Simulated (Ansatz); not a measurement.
The system is Bi2Se3 (Paraguanajuatite).

```
CELL_PARAMETERS angstrom
2.07150 1.19598 9.54533
-2.07150 1.19598 9.54533
0.00000 -2.39196 9.54533
ATOMIC_POSITIONS crystal
Bi 0.59920 0.59920 0.59920
Bi 0.40080 0.40080 0.40080
Se 0.78830 0.78830 0.78830
Se 0.21170 0.21170 0.21170
Se 0.00000 0.00000 0.00000
```

Program: Ansatz 0.2.0. Alike in all runs: potentials or basis Ansatz PAW; cell as given; cutoff (eV) 420.

Order these runs on this cell by their band gap on the k mesh, lowest first.
A. level PBE0; spin off; k mesh 6 × 6 × 6; smearing fixed; level pbe0; run kind scf; mesh quality not flagged
B. level LDA; spin off; k mesh 8 × 8 × 8; smearing gaussian 0.1 eV; mesh quality not flagged
C. level PBEsol; spin SOC, no magnetisation; k mesh 6 × 6 × 6; smearing fermi-dirac 0.05 eV; points for each segment of the path 14; mesh quality not flagged
D. level HSE06; spin off; k mesh 6 × 6 × 6; smearing fermi-dirac 0.05 eV; mesh quality not flagged
E. level CAM-B3LYP; spin off; k mesh 4 × 4 × 4; smearing fermi-dirac 0.05 eV; mesh quality coarse

B (0.09 eV), C (0.31 eV), D (0.65 eV), A (1.17 eV), E (2.79 eV).

Caveats: some runs use coarse meshes; spin-orbit coupling is left out, which as a rule narrows the gap of such compounds by several tenths of an eV (some runs).

A k mesh can miss the band edges.

Not every run made on this cell is shown here.
